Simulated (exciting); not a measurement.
# Au (Fm-3m) in exciting: notebook

Runs on Au. Level: PBE. Tasks: single point.

Program: exciting (release sodium). These are calculated values, not measurements. Logs are shortened: lines on timing, memory, paths and dates and some standing lists are left out, and cuts for length are marked.

## (1) The structure

It takes space group Fm-3m (No. 225, cubic). Conventional cell: a = 4.070 Å, b = 4.070 Å, c = 4.070 Å, α = 90.00°, β = 90.00°, γ = 90.00°. Around Au (site symmetry m-3m) lie 12 Au at 2.88 Å.

## (2) Single point, PBE

input.xml

```xml
<input>
  <title>Au</title>
  <structure speciespath="./" tshift="false">
    <crystal scale="1">
      <basevect>0.000000000000 3.845592663613 3.845592663613</basevect>
      <basevect>3.845592663613 0.000000000000 3.845592663613</basevect>
      <basevect>3.845592663613 3.845592663613 0.000000000000</basevect>
    </crystal>
    <species speciesfile="Au.xml" rmt="2.3">
      <atom coord="0.000000000000 0.000000000000 0.000000000000"/>
    </species>
  </structure>
  <groundstate do="fromscratch" ngridk="11 11 11" rgkmax="9" gmaxvr="14" lmaxapw="10" lmaxmat="10" lmaxvr="8" xctype="GGA_PBE" stype="Gaussian" swidth="0.00040424" nempty="12" ValenceRelativity="iora*" epsengy="1e-05" epspot="1e-05" maxscl="60" tforce="true" outputlevel="low"/>
  <properties>
    <chargedensityplot>
      <plot3d>
        <box grid="15 15 15">
          <origin coord="0 0 0"/>
          <point coord="1 0 0"/>
          <point coord="0 1 0"/>
          <point coord="0 0 1"/>
        </box>
      </plot3d>
    </chargedensityplot>
    <elfplot>
      <plot3d>
        <box grid="15 15 15">
          <origin coord="0 0 0"/>
          <point coord="1 0 0"/>
          <point coord="0 1 0"/>
          <point coord="0 0 1"/>
        </box>
      </plot3d>
    </elfplot>
    <exccplot>
      <plot3d>
        <box grid="15 15 15">
          <origin coord="0 0 0"/>
          <point coord="1 0 0"/>
          <point coord="0 1 0"/>
          <point coord="0 0 1"/>
        </box>
      </plot3d>
    </exccplot>
  </properties>
</input>
```

Potentials or basis: all-electron LAPW+lo, shipped species files, valence relativity iora*.

On the command line:

```sh
$ OMP_NUM_THREADS=1 exciting_smp
```

INFO.OUT:

```text
================================================================================
EXCITING SODIUM started
[... 10 lines left out ...]

 Lattice vectors (cartesian) :
      0.0000000000      3.8455926636      3.8455926636
      3.8455926636      0.0000000000      3.8455926636
      3.8455926636      3.8455926636      0.0000000000

 Reciprocal lattice vectors (cartesian) :
     -0.8169332866      0.8169332866      0.8169332866
      0.8169332866     -0.8169332866      0.8169332866
      0.8169332866      0.8169332866     -0.8169332866

 Unit cell volume                           :     113.7417320758
 Brillouin zone volume                      :       2.1808197301

 Species :    1 (Au)
     parameters loaded from                 :    Au.xml
     name                                   :    gold

     atomic positions (lattice) :
       1 :   0.00000000  0.00000000  0.00000000

 Total number of atoms per unit cell        :       1

 Spin treatment                             :    spin-unpolarised

 Number of Bravais lattice symmetries       :      48
 Number of crystal symmetries               :      48

 k-point grid                               :      11   11   11
 Total number of k-points                   :      56
 k-point set is reduced with crystal symmetries

 R^MT_min * |G+k|_max (rgkmax)              :       9.00000000

 G-vector grid sizes                        :      25    25    25
 Total number of G-vectors                  :    5209

 Total nuclear charge                       :     -79.00000000
 Total electronic charge                    :      79.00000000

 Number of empty states                     :      12
 Total number of valence states             :      28

 Exchange-correlation type                  :      20
     Perdew-Burke-Ernzerhof, Phys. Rev. Lett. 77, 3865 (1996)
     Generalised gradient approximation (GGA)

 Smearing scheme                            :    Gaussian
 Smearing width                             :       0.00040424

++++++++++++++++++++++++++++++++++++++++++++++++++++++++++++++++++++++++++++++++
+ Ending initialization                                                        +
++++++++++++++++++++++++++++++++++++++++++++++++++++++++++++++++++++++++++++++++

********************************************************************************
* Groundstate module started                                                   *
********************************************************************************
 Output level for this task is set to low

++++++++++++++++++++++++++++++++++++++++++++++++++++++++++++++++++++++++++++++++
[... 5 lines left out ...]
+ SCF iteration number :    1                                                  +
++++++++++++++++++++++++++++++++++++++++++++++++++++++++++++++++++++++++++++++++
 Total energy                               :    -19031.90409592
 _______________________________________________________________
 Fermi energy                               :         0.45224307
 DOS at Fermi energy (states/Ha/cell)       :        40.24609192
 Electron charge: Core leakage              :         0.00152491

++++++++++++++++++++++++++++++++++++++++++++++++++++++++++++++++++++++++++++++++
+ SCF iteration number :    2                                                  +
++++++++++++++++++++++++++++++++++++++++++++++++++++++++++++++++++++++++++++++++
 Total energy                               :    -19043.23423793
 _______________________________________________________________
 Fermi energy                               :         0.44085155
 DOS at Fermi energy (states/Ha/cell)       :         6.32361472
 Electron charge: Core leakage              :         0.00147238

 RMS change in effective potential (target) :  0.468610E-01  ( 0.100000E-04)
 Absolute change in total energy   (target) :   11.3301      ( 0.100000E-04)
 Charge distance                   (target) :  0.330139E-02  ( 0.100000E-04)
 Abs. change in max-nonIBS-force   (target) :   0.00000      ( 0.500000E-04)

++++++++++++++++++++++++++++++++++++++++++++++++++++++++++++++++++++++++++++++++
+ SCF iteration number :    3                                                  +
++++++++++++++++++++++++++++++++++++++++++++++++++++++++++++++++++++++++++++++++
 Total energy                               :    -19046.80596510
 _______________________________________________________________
 Fermi energy                               :         0.43371984
 DOS at Fermi energy (states/Ha/cell)       :         6.32375551
 Electron charge: Core leakage              :         0.00145252

 RMS change in effective potential (target) :  0.364774E-01  ( 0.100000E-04)
 Absolute change in total energy   (target) :   3.57173      ( 0.100000E-04)
 Charge distance                   (target) :  0.130382E-02  ( 0.100000E-04)
 Abs. change in max-nonIBS-force   (target) :   0.00000      ( 0.500000E-04)

++++++++++++++++++++++++++++++++++++++++++++++++++++++++++++++++++++++++++++++++
+ SCF iteration number :    4                                                  +
++++++++++++++++++++++++++++++++++++++++++++++++++++++++++++++++++++++++++++++++
 Total energy                               :    -19044.48751855
 _______________________________________________________________
 Fermi energy                               :         0.42170174
 DOS at Fermi energy (states/Ha/cell)       :         6.32377070
 Electron charge: Core leakage              :         0.00146055
[... 155 lines left out ...]
 RMS change in effective potential (target) :  0.516277E-08  ( 0.100000E-04)
 Absolute change in total energy   (target) :  0.229954E-04  ( 0.100000E-04)
 Charge distance                   (target) :  0.675098E-08  ( 0.100000E-04)
 Abs. change in max-nonIBS-force   (target) :   0.00000      ( 0.500000E-04)

++++++++++++++++++++++++++++++++++++++++++++++++++++++++++++++++++++++++++++++++
+ SCF iteration number :   16                                                  +
++++++++++++++++++++++++++++++++++++++++++++++++++++++++++++++++++++++++++++++++
 Total energy                               :    -19047.91431209
 _______________________________________________________________
 Fermi energy                               :         0.41904133
 DOS at Fermi energy (states/Ha/cell)       :         6.32396603
 Electron charge: Core leakage              :         0.00143930

 RMS change in effective potential (target) :  0.168360E-08  ( 0.100000E-04)
 Absolute change in total energy   (target) :  0.103522E-05  ( 0.100000E-04)
 Charge distance                   (target) :  0.664914E-09  ( 0.100000E-04)
 Abs. change in max-nonIBS-force   (target) :   0.00000      ( 0.500000E-04)

++++++++++++++++++++++++++++++++++++++++++++++++++++++++++++++++++++++++++++++++
+ SCF iteration number :   17                                                  +
++++++++++++++++++++++++++++++++++++++++++++++++++++++++++++++++++++++++++++++++
 Total energy                               :    -19047.91431200
 _______________________________________________________________
 Fermi energy                               :         0.41904133
 DOS at Fermi energy (states/Ha/cell)       :         6.32396738
 Electron charge: Core leakage              :         0.00143930

 RMS change in effective potential (target) :  0.101982E-08  ( 0.100000E-04)
 Absolute change in total energy   (target) :  0.892760E-07  ( 0.100000E-04)
 Charge distance                   (target) :  0.710350E-10  ( 0.100000E-04)
 Abs. change in max-nonIBS-force   (target) :   0.00000      ( 0.500000E-04)

++++++++++++++++++++++++++++++++++++++++++++++++++++++++++++++++++++++++++++++++
| Convergency criteria checked for the last 2 iterations                       +
| Convergence targets achieved. Performing final SCF iteration                 +
++++++++++++++++++++++++++++++++++++++++++++++++++++++++++++++++++++++++++++++++
 Total energy                               :    -19047.91431180
 _______________________________________________________________
 Fermi energy                               :         0.41904133
 DOS at Fermi energy (states/Ha/cell)       :         6.32396989
 Electron charge: Core leakage              :         0.00143930

++++++++++++++++++++++++++++++++++++++++++++++++++++++++++++++++++++++++++++++++
+ Self-consistent loop stopped                                                 +
++++++++++++++++++++++++++++++++++++++++++++++++++++++++++++++++++++++++++++++++
 STATE.OUT is written

--------------------------------------------------------------------------------
- Writing atomic positions and forces                                          -
--------------------------------------------------------------------------------

 Atomic positions (lattice) :
 atom     1  Au  :     0.00000000    0.00000000    0.00000000

 Total atomic forces including IBS (cartesian) :
 atom     1  Au  :     0.00000000    0.00000000    0.00000000

 Atomic force components including IBS (cartesian) :
 atom     1  Au  :     0.00000000    0.00000000    0.00000000   HF force
                 :     0.00000000    0.00000000    0.00000000   core correction
                 :     0.00000000    0.00000000    0.00000000   IBS correction

********************************************************************************
* Groundstate module stopped                                                   *
********************************************************************************

--------------------------------------------------------------------------------
- CAUTION! Warnings have been written in file WARNING.OUT !                    -
--------------------------------------------------------------------------------
================================================================================
| EXCITING SODIUM stopped                                                      =
================================================================================
```

Wall time 48 s (1 thread of Arm Neoverse V2, shared host); peak memory 0.1 GiB.

What came out:

```
Free energy            : -518320.1535 eV
Band gap on the k mesh : none (metal or under the smearing width)
```

Levels at points of the mesh, in eV from the Fermi level:
```tsv
k point	band 14	band 15	band 16	band 17	band 18	band 19
(0.00, 0.00, 0.00)	-4.89	-3.34	-3.34	14.35	18.40	18.40
```

Caveat: the basis of Au and Ba changes in steps between geometries, so energy differences can be off by several meV. The run has no spin-orbit coupling, so splittings on Au are missing.

## (3) Single point, PBE

input.xml

```xml
<input>
  <title>Au</title>
  <structure speciespath="./" tshift="false">
    <crystal scale="1">
      <basevect>0.000000000000 3.845592663613 3.845592663613</basevect>
      <basevect>3.845592663613 0.000000000000 3.845592663613</basevect>
      <basevect>3.845592663613 3.845592663613 0.000000000000</basevect>
    </crystal>
    <species speciesfile="Au.xml" rmt="2.3">
      <atom coord="0.000000000000 0.000000000000 0.000000000000"/>
    </species>
  </structure>
  <groundstate do="fromscratch" ngridk="11 11 11" rgkmax="9" gmaxvr="14" lmaxapw="10" lmaxmat="10" lmaxvr="8" xctype="GGA_PBE" stype="Gaussian" swidth="0.00044099" nempty="12" ValenceRelativity="iora*" epsengy="1e-05" epspot="1e-05" maxscl="60" tforce="true" outputlevel="high"/>
</input>
```

Potentials or basis: all-electron LAPW+lo, shipped species files, valence relativity iora*.

On the command line:

```sh
$ OMP_NUM_THREADS=1 exciting_smp
```

Wall time 40 s (1 thread of Arm Neoverse V2, shared host); peak memory 0.1 GiB.

Results (log left out):

* Free energy: -518320.1600 eV
* Band gap on the k mesh: none (metal or under the smearing width)
* All electrons inside the program's atomic spheres: Au 76.79 (radii Au 2.3 bohr)

Levels at points of the mesh, in eV from the Fermi level:
```csv
k point,band 14,band 15,band 16,band 17,band 18,band 19
"(0.00, 0.00, 0.00)",-4.88,-3.34,-3.34,14.35,18.40,18.40
```

Caveat: the basis of Au and Ba changes in steps between geometries, so energy differences can be off by several meV. Spin-orbit coupling is left out, which matters for the levels of Au.
